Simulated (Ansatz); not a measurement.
Computed with Ansatz, DFT PBE, scalar-relativistic, plane waves, PAW. All cells share a 420 eV cutoff and Γ-centred k meshes spaced at most about 0.3 Å⁻¹ (about 0.25 or finer for metals, 2π included). No spin polarisation.

All energies are static (0 K, no zero-point motion).

Question: Order these relaxed structures of TaAs by energy, lowest first, with the energy over the lowest of them.
A. Space group Fm-3m (No. 225), cubic, a = 5.267 Å. Around Ta lie 6 As at 2.63 Å; As has 6 Ta at 2.63 Å.
B. Space group P6_3mc (No. 186), hexagonal, a = 3.330 Å, c = 8.506 Å. Ta is surrounded by 4 As at 2.54–2.58 Å; As is surrounded by 4 Ta at 2.54–2.58 Å.

Answer: A (0 meV/atom), B (204 meV/atom). Forms: A rock salt type, Fm-3m; B P6_3mc. Counting As atoms around Ta (those within 1.25 times the shortest such distance or 1.15 times the sum of covalent radii, 1.27 where that leaves under three): A has Ta 6; B has Ta 4. Both come from invented guesses. The lowest form computed isn't among them: it has space group I4_1md (No. 109), 17.6 Å³/atom, is reached from a Materials Project cell and lies 0.57 eV/atom below the best shown.

These runs have no spin–orbit coupling, which can matter for Ta. Cells relaxed within their symmetry can be saddle points. Some types were kept out of the candidates beforehand, so the set may lack a known form.
